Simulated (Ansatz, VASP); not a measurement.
# Two plane-wave programs on InP

```
In P
1.0
     0.00000    2.99277    2.99277
     2.99277    0.00000    2.99277
     2.99277    2.99277    0.00000
In P
1 1
Direct
  0.00000 0.00000 0.00000
  0.25000 0.25000 0.25000
```

Alike in both runs: functional r2SCAN; k mesh 8 × 8 × 8; occupations fermi-dirac, width 0.02 eV; no spin polarisation.

Ansatz relaxed the structure, and its values are those at the end. VASP's run is a single point on that final structure, the one shown.

```csv
,VASP,Ansatz
version,VASP 6.6.1,Ansatz 0.2.0
potentials or method,"VASP PAW PBE potentials, release 64 (In_d, P)",PAW plane waves
plane-wave cutoff (eV),520,500
valence electrons in the cell,18,18
```

Ansatz gave:

* gap on the k mesh at the Fermi level (eV): 0.79
* pressure (GPa): -2.5

Estimate VASP's values.

gap on the k mesh at the Fermi level (eV): 0.80; pressure (GPa): -2.6.

Ansatz warned: «stress_scf_threshold_loose».

Caveats: the PAW data sets were made with another functional, which shifts forces and pressure a little (VASP); spin-orbit coupling is left out, which moves the levels of the heavy elements. r2SCAN opens gaps a little over a GGA but as a rule still falls short of measured ones.
